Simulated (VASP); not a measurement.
Input of a VASP 6.6.1 run:

Contents of INCAR:

```
ALGO     = Normal         # electronic algorithm
EDIFF    = 1E-6           # SCF threshold, eV
EDIFFG   = -0.01          # ionic threshold
ENCUT    = 600            # plane-wave cutoff, eV
GGA      = PS             # functional
IBRION   = 2              # ionic algorithm
ISIF     = 3              # what is computed and relaxed
ISMEAR   = 0              # smearing method
KPAR     = 4            
LASPH    = True           # aspherical terms in the spheres
LCHARG   = False          # write CHGCAR
LREAL    = False          # projectors in reciprocal space
LWAVE    = False          # write WAVECAR
NELM     = 80             # most SCF steps
NSW      = 90             # ionic steps
PREC     = Accurate       # precision mode
SIGMA    = 0.03           # smearing width, eV
```

File KPOINTS:

```
k-points
0
Gamma
  9 9 4
```

POSCAR

```
CdS
1.0
    4.1500000000      0.0000000000      0.0000000000
   -2.0750000000      3.5940054257      0.0000000000
    0.0000000000      0.0000000000      6.7370000000
Cd S
2 2
Direct
    0.3333333333      0.6666666667      0.0000000000
    0.6666666667      0.3333333333      0.5000000000
    0.3333333333      0.6666666667      0.3750000000
    0.6666666667      0.3333333333      0.8750000000
```

Potentials or basis: VASP PAW PBE potentials, release 64 (Cd, S).

Launch:

```sh
$ cat potpaw_PBE.64/Cd/POTCAR potpaw_PBE.64/S/POTCAR > POTCAR
$ mpirun -np 4 vasp_std > vasp.out
```

(1) Predict the band gap on the k mesh.

(2) Estimate the relaxed cell.

(3) What does it give for the space group after relaxing (to 0.05 Å)?

(4) Predict the relaxed volume.

Results:

(1) 1.08 eV, direct.

(2) a = 4.129 Å, b = 4.129 Å, c = 6.732 Å, α = 90.00°, β = 90.00°, γ = 120.00°.

(3) P6_3mc (No. 186).

(4) 24.85 Å³/atom.

Caveat: the PAW data sets were made with another functional, which shifts forces and pressure a little.
